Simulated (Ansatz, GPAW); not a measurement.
This is a calculation of Sb for GPAW 26.7.0 (ASE script). The given cell was strained at random by a few per cent at fixed volume. This isn't the form of Sb at room conditions, which is rhombohedral.

Contents of run.py:

```python
from ase import Atoms
from ase.dft.bandgap import bandgap
from ase.io import write
from ase.units import GPa
from gpaw import GPAW, PW

atoms = Atoms(['Sb'],
              cell=[[-0.016763, 2.380707, 2.40165],
                    [2.369753, 0.044349, 2.340538],
                    [2.409631, 2.359473, 0.004471]],
              scaled_positions=[[-0.007538, 0.013091, -0.010743]],
              pbc=True)

calc = GPAW(mode=PW(600),
            xc='PBE',
            kpts={'size': (10, 10, 10), 'gamma': True},
            occupations={'name': 'fermi-dirac', 'width': 0.05},
            nbands=15,
            convergence={'density': 1e-05, 'energy': 1e-05},
            maxiter=150,
            txt='gpaw.txt')
atoms.calc = calc
energy = atoms.get_potential_energy()
forces = atoms.get_forces()
stress = atoms.get_stress()
calc.write('gs.gpw')
write('result.traj', atoms)
print(f'Energy: {energy:.6f} eV')
print('Forces (eV/A):')
print(forces.round(4))
print('Stress (GPa):', (stress / GPa).round(3))
print('Fermi level:', round(calc.get_fermi_level(), 4), 'eV')
print(f'Gap: {bandgap(calc)[0]:.4f} eV, direct: {bandgap(calc, direct=True)[0]:.4f} eV')
```

Potentials or basis: GPAW PAW data sets (gpaw-data 1.2.1), pw.

Launch:

```bash
$ OMP_NUM_THREADS=1 python run.py
```

Translate it to Ansatz 0.2.0. Potentials or basis there: Ansatz PAW (earlier soft set), cutoff 420 eV.

As run (cutoffs and basis follow the program's own potentials, and thresholds, step limits or extra output files can differ):

input.yaml

```yaml
crystal:
  lattice:
    - [-0.016763, 2.380707, 2.40165]
    - [2.369753, 0.044349, 2.340538]
    - [2.409631, 2.359473, 0.004471]
  atoms:
    - { symbol: Sb, position: [-0.007538, 0.013091, -0.010743] }
hamiltonian:
  xc: pbe
  pseudopotentials: { kind: paw, azcp: { folder: soft_1 } }
kpoints:
  mp_grid: { grid: [10, 10, 10] }
scf:
  occupations: { method: fermi_dirac, width: 0.05 }
output:
  forces: true
  stress: true
  eigenvalues: true
```

Potentials or basis: Ansatz PAW soft_1.

Command:

```bash
$ ansatz run input.yaml --threads 1 --pin off --max-ram 3584MiB --backend cpu --events-out ev --progress --plain --runs-dir out
```

Both were run:

|  | GPAW | Ansatz |
| --- | --- | --- |
| Pressure | 1.4 GPa | 1.8 GPa |
| Energy over the undisturbed cell | -2.1 meV/atom | -2.0 meV/atom |

Ansatz's pressure holds a Pulay term of +0.02 GPa for its cutoff of 420 eV, which the other run lacks.

Where Ansatz's input types no cutoff or centring, it takes its own default and a Γ-centred mesh.

The undisturbed cell isn't at this level's minimum, so the move can lower the energy.

Pressure is positive in compression.
